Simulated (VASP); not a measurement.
# TiAl (Pm-3m) in VASP: RPA correlation energy with PBE

Aim: the RPA correlation energy of TiAl with PBE.

Program: VASP 6.6.1. These are calculated values, not measurements. Logs are shortened: lines on timing, memory, paths and dates and some standing lists are left out, and cuts for length are marked.

## (1) The crystal as given

It takes space group Pm-3m (No. 221, cubic). Conventional cell: a = 3.156 Å, b = 3.156 Å, c = 3.156 Å, α = 90.00°, β = 90.00°, γ = 90.00°. Around Ti (site symmetry m-3m) lie 8 Al at 2.73 Å. Around Al (site symmetry m-3m) lie 8 Ti at 2.73 Å.

The cell comes from a database or a generator and needn't be the stable form of this composition.

## (2) RPA correlation energy, PBE

The input, POSCAR:

```
TiAl
1.0
    3.1564500000      0.0000000000      0.0000000000
    0.0000000000      3.1564500000      0.0000000000
    0.0000000000      0.0000000000      3.1564500000
Ti Al
1 1
Direct
    0.0000000000      0.0000000000      0.0000000000
    0.5000000000      0.5000000000      0.5000000000
```

The input, INCAR.step1:

```
PREC = Accurate
ENCUT = 450
EDIFF = 1E-8
ISMEAR = 0
SIGMA = 0.05
LREAL = False
LASPH = True
NELM = 80
ALGO = Normal
LWAVE = True
LCHARG = False
GGA = PE
```

The input, INCAR.step2:

```
PREC = Accurate
ENCUT = 450
EDIFF = 1E-8
ISMEAR = 0
SIGMA = 0.05
LREAL = False
LASPH = True
NELM = 1
ALGO = EIGENVAL
LWAVE = False
LCHARG = False
GGA = PE
LHFCALC = True
AEXX = 1.0
ALDAC = 0.0
AGGAC = 0.0
ISTART = 1
PRECFOCK = Fast
```

The input, INCAR.step3:

```
PREC = Accurate
ENCUT = 450
EDIFF = 1E-8
ISMEAR = 0
SIGMA = 0.05
LREAL = False
LASPH = True
NELM = 1
ALGO = Exact
LWAVE = True
LCHARG = False
GGA = PE
NBANDS = 696
LOPTICS = True
ISTART = 1
```

The input, INCAR.step4:

```
PREC = Accurate
ENCUT = 450
EDIFF = 1E-8
ISMEAR = 0
SIGMA = 0.05
LREAL = False
LASPH = True
NELM = 80
ALGO = ACFDT
LWAVE = False
LCHARG = False
GGA = PE
NBANDS = 696
ENCUTGW = 250
NOMEGA = 12
ISTART = 1
PRECFOCK = Fast
```

The input, KPOINTS:

```
regular mesh
0
Gamma
  6 6 6
```

Potentials or basis: VASP PAW PBE potentials, release 64 (Ti_sv_GW, Al_GW).

Command:

```
> cat potpaw_PBE.64/Ti_sv_GW/POTCAR potpaw_PBE.64/Al_GW/POTCAR > POTCAR
> cp INCAR.step1 INCAR
> mpirun -np 1 vasp_std > vasp.out
> cp INCAR.step2 INCAR
> mpirun -np 1 vasp_std > vasp.out
> cp INCAR.step3 INCAR
> mpirun -np 1 vasp_std > vasp.out
> cp INCAR.step4 INCAR
> mpirun -np 1 vasp_std > vasp.out
```

OUTCAR:

```text
PREC = Accurate
   ENCUT = 450
   EDIFF = 1E-8
   ISMEAR = 0
   LREAL = False
   LASPH = True
   NELM = 80
   GGA = PE
   ENCUTGW = 250
   ISTART = 1
   PRECFOCK = Fast

 ion  position               nearest neighbor table
   1  0.000  0.000  0.000-
   2  0.500  0.500  0.500-

  LATTYP: Found a simple cubic cell.
 ALAT       =     3.1564500000

  Lattice vectors:

 A1 = (   3.1564500000,   0.0000000000,   0.0000000000)
 A2 = (   0.0000000000,   3.1564500000,   0.0000000000)
 A3 = (   0.0000000000,   0.0000000000,   3.1564500000)

Analysis of symmetry for initial positions (statically):
=====================================================================
 Subroutine PRICEL returns:
 Original cell was already a primitive cell.

 Routine SETGRP: Setting up the symmetry group for a
 simple cubic supercell.

 Subroutine GETGRP returns: Found 48 space group operations
 (whereof 48 operations were pure point group operations)
 out of a pool of 48 trial point group operations.

The static configuration has the point symmetry O_h .

Analysis of symmetry for dynamics (positions and initial velocities):
=====================================================================
 Subroutine PRICEL returns:
 Original cell was already a primitive cell.

 Routine SETGRP: Setting up the symmetry group for a
 simple cubic supercell.

 Subroutine GETGRP returns: Found 48 space group operations
 (whereof 48 operations were pure point group operations)
 out of a pool of 48 trial point group operations.

The dynamic configuration has the point symmetry O_h .

 Subroutine INISYM returns: Found 48 space group operations
 (whereof 48 operations are pure point group operations),
 and found     1 'primitive' translations

----------------------------------------------------------------------------------------

                                     Primitive cell

  volume of cell :      31.4483

  direct lattice vectors                    reciprocal lattice vectors
     3.156450000  0.000000000  0.000000000     0.316811608  0.000000000  0.000000000
     0.000000000  3.156450000  0.000000000     0.000000000  0.316811608  0.000000000
     0.000000000  0.000000000  3.156450000     0.000000000  0.000000000  0.316811608

  length of vectors
     3.156450000  3.156450000  3.156450000     0.316811608  0.316811608  0.316811608

  position of ions in fractional coordinates (direct lattice)
     0.000000000  0.000000000  0.000000000
     0.500000000  0.500000000  0.500000000

  ion indices of the primitive-cell ions
   primitive index   ion index
                 1           1
                 2           2

----------------------------------------------------------------------------------------

 KPOINTS: regular mesh

Automatic generation of k-mesh.
 Grid dimensions read from file:
 generate k-points for:    6    6    6

 Generating k-lattice:

  Cartesian coordinates                     Fractional coordinates (reciprocal lattice)
     0.052801935  0.000000000  0.000000000     0.166666667  0.000000000  0.000000000
     0.000000000  0.052801935  0.000000000     0.000000000  0.166666667  0.000000000
     0.000000000  0.000000000  0.052801935     0.000000000  0.000000000  0.166666667

  Length of vectors
     0.052801935  0.052801935  0.052801935

  Shift w.r.t. Gamma in fractional coordinates (k-lattice)
     0.000000000  0.000000000  0.000000000

 Subroutine IBZKPT returns following result:
 ===========================================

 Found     20 irreducible k-points:

 Following reciprocal coordinates:
            Coordinates               Weight
  0.000000  0.000000  0.000000      1.000000
  0.166667  0.000000  0.000000      6.000000
  0.333333  0.000000  0.000000      6.000000
  0.500000  0.000000  0.000000      3.000000
  0.166667  0.166667  0.000000     12.000000
  0.333333  0.166667  0.000000     24.000000
[... 12 lines left out ...]
  0.500000  0.500000  0.333333      6.000000
  0.500000  0.500000  0.500000      1.000000
   k-points           NKPTS =     20   k-points in BZ     NKDIM =    216   number of bands    NBANDS=    696
   number of dos      NEDOS =    301   number of ions     NIONS =      2
   total plane-waves  NPLWV =  13824
   dimension x,y,z NGX =    24 NGY =   24 NGZ =   24
   dimension x,y,z NGXF=    48 NGYF=   48 NGZF=   48
   ions per type =               1   1
   NGX,Y,Z   is equivalent  to a cutoff of  12.64, 12.64, 12.64 a.u.
   NGXF,Y,Z  is equivalent  to a cutoff of  25.28, 25.28, 25.28 a.u.
 SYSTEM =  unknown system
   PREC   = accura    normal or accurate (medium, high low for compatibility)
   ISTART =      1    job   : 0-new  1-cont  2-samecut
   ICHARG =      0    charge: 1-file 2-atom 10-const
   ISPIN  =      1    spin polarized calculation?
   LNONCOLLINEAR =      F non collinear calculations
   LSORBIT =      F    spin-orbit coupling
   LASPH  =      T    aspherical Exc in radial PAW
   ENCUT  =  450.0 eV  33.07 Ry    5.75 a.u.   5.46  5.46  5.46*2*pi/ulx,y,z
   NELM   =     80;   NELMIN=  2; NELMDL=  0     # of ELM steps
   EDIFF  = 0.1E-07   stopping-criterion for ELM
   LREAL  =      F    real-space projection
   EDIFFG = 0.1E-06   stopping-criterion for IOM
   NSW    =      0    number of steps for IOM
   IBRION =     -1    ionic relax: 0-MD 1-quasi-New 2-CG
   NFREE  =      0    steps in history (QN), initial steepest desc. (CG)
   ISIF   =      0    stress and relaxation
   ISYM   =      3    0-nonsym 1-usesym 2-fastsym
   POTIM  = 0.5000    time-step for ionic-motion
   TEBEG  =    0.0;   TEEND  =   0.0 temperature during run
   PSTRESS=    0.0 pullay stress
   NELECT =      15.0000    total number of electrons
   NUPDOWN=      -1.0000    fix difference up-down
   EMIN   =  10.00;   EMAX   =-10.00  energy-range for DOS
   EFERMI =   0.00;   METHOD = LEGACY
   ISMEAR =     0;   SIGMA  =   0.05  broadening in eV -4-tet -1-fermi 0-gaus
   EFERMI_NEDOS =   21; number of points for ismear=-14 and -15
   IALGO  =     38    algorithm
   IMIX   =      4    mixing-type and parameters
     AMIX     =   0.40;   BMIX     =  1.00
     AMIX_MAG =   1.60;   BMIX_MAG =  1.00
  volume/ion in A,a.u.               =      15.72       106.11
  Fermi-wavevector in a.u.,A,eV,Ry     =   1.279105  2.417159 22.260637  1.636111
  Thomas-Fermi vector in A             =   2.411610
   LORBIT       =      0    0 simple, 1 ext, 2 COOP (PROOUT), +10 PAW based schemes
   GGA     = PE    functional components
   LHFCALC =     T    Hartree Fock is set to
   PRECFOCK=fast      Normal, Fast or Accurate (Low or Medium for compatibility)
   ENCUT4O =  -1.0   cutoff for four orbital integrals eV
   NKREDX  =     1    reduce k-point grid by
   NKREDY  =     1    reduce k-point grid by
   NKREDZ  =     1    reduce k-point grid by
   AEXX    =    1.0000 exact exchange contribution
   HFSCREEN=    0.0000 screening length (either q_TF or 0.3 A-1)
   HFSCREENC=   0.0000 screening length for correlation (either q_TF or 0.3 A-1)
   ENCUTFOCK=  -1.0 apply spherical cutoff to Coloumb kernel
   IVDW    =     0    specifies the selected vdW correction
   LEPSILON=     F    determine dielectric tensor
   LRPA    =     F    only Hartree local field effects (RPA)
   LRPAFORCE           =     F    calculate RPA forces
   ENCUTGW             = 250.0    cutoff for response function in eV
   ENCUTGWSOFT         = 200.0    soft cutoff for Coulomb kernel in GW response function in eV
   ENCUTLF             =  -1.0    cutoff for local field effects
   NELMGW              =     1    number of iterations in solving QP/BSE equation
   NELMHF              =     1    number of iterations in the inner HF iteration
   NKREDLFX            =     1    NKREDLFY  =   1   NKREDLFZ  =   1
 non-spin polarized calculation
 Gauss-broadening in eV      SIGMA  =   0.05
  energy-cutoff  :      450.00
  volume of cell :       31.45
 maximum number of plane-waves:       696
 NGX is ok and might be reduce to    24
  NGX = 12; NGY = 12; NGZ = 12
   NGX = 11   NGY = 11   NGZ = 11
 maximum number of plane-waves:       300

      cutoff energy     smooth cutoff   RPA   correlation   Hartree contr. to MP2
---------------------------------------------------------------------------------
            250.000           200.000      -25.7874506900      -83.0877261139
            238.095           190.476      -25.5623761455      -82.8102007534
            226.757           181.406      -25.3287931970      -82.5182732482
            215.959           172.768      -25.0870487883      -82.2118876012
            205.676           164.541      -24.8378499931      -81.8914767143
            195.882           156.705      -24.5811237448      -81.5564218137
            186.554           149.243      -24.3182881211      -81.2082886236
            177.670           142.136      -24.0489109922      -80.8461165122
  linear regression
  converged value                          -28.3497033104      -86.4091589809
```

OUTCAR.step1:

```text
PREC = Accurate
   ENCUT = 450
   EDIFF = 1E-8
   ISMEAR = 0
   LREAL = False
[... 496 lines left out ...]
      0.00000      0.00000      0.00000         0.000000      0.000000      0.000000
      1.57822      1.57822      1.57822         0.000000      0.000000      0.000000
 -----------------------------------------------------------------------------------
    total drift:                               -0.000000      0.000000      0.000000

  FREE ENERGIE OF THE ION-ELECTRON SYSTEM (eV)
  ---------------------------------------------------
  free  energy   TOTEN  =       -14.3268348462 eV

  energy  without entropy=      -14.3247242746  energy(sigma->0) =      -14.32577956
```

Run time: 78 min. Hardware: 1 thread of Intel Xeon 6975P-C (Granite Rapids), shared host; peak memory 2.1 GiB.

What came out:

| Quantity | Value |
| --- | --- |
| Band gap on the k mesh, mean-field level | none (metal or under the smearing width) |
| RPA correlation energy | -14.175 eV/atom |
| RPA total energy per cell | -51.223 eV |
| RPA correlation energy per cell | -28.350 eV |

Caveat: the ground state has no gap, which makes the many-body step unreliable.
